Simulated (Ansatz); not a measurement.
We consider zinc-blende ZnTe, described by HSE06+SOC in Ansatz (plane waves, PAW).

Excerpt of the program's output:

```
WARN output.stress: scf.exx.energy_threshold = 1e-6 eV is looser than the 2e-8 eV advised for a stress under a hybrid functional (1e-8 eV for each atom of the …
Crystal: 2 atoms, lattice volume = 56.439 Å³
Basis set: ecut = 460 eV, 1243 PW (Γ), exchange–correlation on 64×64×64 points (8 copies of the dense FFT grid, shifted against one another)
Bands: 36, of which v1, the nominal top of the filled ones, is band 28 counted from 1 (27 counted from 0)
Symmetry: 24 space group operations + 24 with time reversal
k-points: 16 of 216 (time reversal used)
Initial density: superposition of atomic densities (chi_scale 0.1, normalization cell, long waves kept (reshape's long-wave potential 0.00 eV rms))
Crystal: 2 atoms, lattice volume = 56.439 Å³
Initial density: handed on by an earlier stage of this run
Crystal: 2 atoms, lattice volume = 56.439 Å³
SCF 3 converged in 6 iterations: F = -10301.844878 eV  dr2 = 1.00e-10
Free energy (F): -10301.844877 eV
Internal energy: -10301.844877 eV  (E = F + TS)
E sigma→0 (E₀):  -10301.844877 eV
Fermi energy:    7.881751 eV
--- Forces (eV/Å), atoms counted from 1 ---
  atom   1  Zn     0.00000000    -0.00000000    -0.00000000
  atom   2  Te    -0.00000000     0.00000000     0.00000000
--- Stress (GPa, compression-positive) ---
        1.472163       0.000000       0.000000
       -0.000000       1.472163      -0.000000
        0.000000      -0.000000       1.472163
  P = ⅓ Tr σ = 1.4722 GPa (14.722 kbar)
```

### Question
Write an input file that could have produced this run (the log leaves some choices open).

### Answer
One answer among several that fit: 
Ansatz 0.2 input:
```yaml
crystal:
  lattice:
    - [0.0, -3.0445, 3.0445]
    - [3.0445, -3.0445, 0.0]
    - [3.0445, 0.0, 3.0445]
  atoms:
    - { symbol: Zn, position: [0.0, 0.0, 0.0] }
    - { symbol: Te, position: [0.25, 0.25, 0.25] }
basis:
  ecutwfc: 460
  ecutrho_ratio: 4
  xc_grid: 2
kpoints:
  mp_grid: { grid: [6, 6, 6] }
  band_path: { path: [[0, 0, 0], [-0.001302, -0.001302, -0.001302]], npoints: 1 }
hamiltonian:
  xc: hse06
  dispersion: none
  pseudopotentials: { kind: paw }
scf:
  occupations: { method: fermi_dirac, width: 0.01 }
  convergence: { dr2_threshold: 0.0000000002 }
output:
  forces: true
  stress: true
  eigenvalues: true
  write_bands: true
magnetization:
  noncollinear: true
  spin_orbit: true
```

The PAW data were made under PBE.

Note: cell and atoms aren't relaxed at this level (pressure 1.5 GPa).

Ansatz is a program for electronic structure.
